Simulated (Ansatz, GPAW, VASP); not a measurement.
One calculation of Si, 4 ways

```
Si
1.0
     0.00000    2.72185    2.72185
     2.72185    0.00000    2.72185
     2.72185    2.72185    0.00000
Si
2
Direct
  0.50000 0.50000 0.50000
  0.75000 0.75000 0.75000
```

Alike in all runs: task single point; functional PBE; k mesh 8 × 8 × 8; occupations gaussian, width 0.025 eV; no spin polarisation; no spin-orbit coupling. Pressure is positive in compression and, in plane waves, holds the error of the finite cutoff, which Ansatz's Pulay term estimates and takes out.

```csv
program and potentials,plane-wave cutoff (eV),notes,band gap (eV),pressure (GPa)
"Ansatz, Ansatz PAW",420,Pulay term of +0.02 GPa included,0.63,1.34
"Ansatz, all-electron LAPW, scalar-relativistic",-,-,0.63,1.31
"VASP, PBE PAW files Si, 520 eV",520,-,0.63,1.26
"GPAW, GPAW PAW data sets (gpaw-data 1.2.1)",600,-,0.62,1.61
```

The band gap spans 0.62 (GPAW, GPAW PAW data sets (gpaw-data 1.2.1)) to 0.63 eV (VASP, PBE PAW files Si, 520 eV), with all-electron results at 0.63. The pressure spans 1.26 (VASP, PBE PAW files Si, 520 eV) to 1.61 GPa (GPAW, GPAW PAW data sets (gpaw-data 1.2.1)), with all-electron results at 1.31. The gap is indirect and read on the mesh alone.

Differences between rows come from potentials, basis sets and numerical settings, since the functional is the same but for its coding. Runs on potential files found faulty are left out.
